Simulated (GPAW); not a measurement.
Runs of GPAW 26.7.0 on AlNi. Symmetry: Cmmm, No. 65, orthorhombic system. The conventional cell has a = 3.877 Å, b = 3.906 Å, c = 3.099 Å, α = 90.00°, β = 90.00°, γ = 90.00°. Around Ni (site symmetry mmm) lie 8 Al at 2.48 to 2.49 Å and 4 Ni at 2.75 Å. Al (site symmetry mmm) is surrounded by 8 Ni at 2.48 to 2.49 Å and 4 Al at 2.75 Å. The cell comes from a database or a generator and needn't be the stable form of this composition.

```csv
level,gap on the mesh (eV),pressure (GPa),moment (μB),relaxed volume (Å³/atom)
PBEsol+D4,none,-0.1,0.00,11.63
PBEsol+D3(BJ)+ATM,none,-0.1,0.00,(b)
PBEsol+D3(BJ),none,-0.1,0.00,11.46
PBEsol,none,0.0,0.00,(a)
PBEsol+D3,none,-0.1,0.00,11.53
```

Alike in all rows: task relaxation of cell and atoms; potentials or basis PAW data sets generated in the run's folder for this functional, pw; spin collinear, ferromagnetic start; cell relaxed; k mesh 6 × 6 × 6; cutoff (eV) 600; smearing fermi-dirac 0.05 eV; the mesh is coarse, so values aren't converged.

Q: Estimate the missing entries.

A: (a) 11.83; (b) 11.54.

Caveats: all runs use coarse meshes; each step starts from the last one's moments, so a moment once lost doesn't come back; the stock nickel data set gives pressures a few GPa off other programs; later steps reuse the first step's grids; pairwise dispersion overbinds metals, which lowers pressure and volume (some runs).

A gap of «none» marks a metal or a gap under the smearing width.
